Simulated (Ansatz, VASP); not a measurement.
# One calculation of Li2H, two programs

```
Li H
1.0
     1.41868   -2.45723    0.00000
    -4.25604   -2.45723    0.00000
     0.00000    0.00000   -4.98847
Li H
4 2
Direct
  0.50000 0.83333 0.73570
  0.00000 0.33333 0.73570
  0.00000 0.66667 0.26430
  0.50000 0.16667 0.26430
  0.00000 0.00000 0.50000
  0.50000 0.50000 0.50000
```

Alike in both runs: task single point; functional PBE; k mesh 8 × 4 × 4; occupations gaussian, width 0.2 eV; no spin polarisation.

|  | VASP | Ansatz |
| --- | --- | --- |
| version | VASP 6.6.1 | Ansatz 0.2.0 |
| potentials or method | VASP PAW PBE potentials, release 64 (Li_sv, H) | scalar-relativistic, plane waves, PAW |
| plane-wave cutoff (eV) | 520 | 420 |
| valence electrons in the cell | 14 | 14 |

```tsv
	VASP	Ansatz	Ansatz less VASP
gap on the k mesh at the Fermi level (eV)	none	none	-
rms of the force components (eV/Å)	0.005	0.004	-0.0012
```

Atom by atom the forces differ by 0.002 eV/Å (rms over components). A gap of «none» marks a metal or a gap that the smearing closes.
